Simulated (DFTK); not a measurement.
Crystal: Ge.

```
Ge
1.0
    -1.60842    1.60842    1.87318
     1.60842   -1.60842    1.87318
     1.60842    1.60842   -1.87318
Ge
1
Direct
  0.50000 0.50000 0.00000
```

The cell was built by a generator and needn't be a form met in nature.

Program: DFTK 0.8.2. Alike in all runs: task single point; potentials or basis SG15 1.2 (PBE); no spin polarisation; cell as given; k mesh 12 × 12 × 12; cutoff (eV) 1225; smearing fermi-dirac 0.05 eV.

Order these runs on this cell by their pressure, lowest first.
A. level LDA
B. level BLYP
C. level RPBE
D. level r2SCAN
E. level PBE

A (-6.6 GPa), D (-2.6 GPa), E (0.8 GPa), C (3.7 GPa), B (5.6 GPa).

Caveats: the potentials were made for another functional, which shifts forces and pressure (some runs).
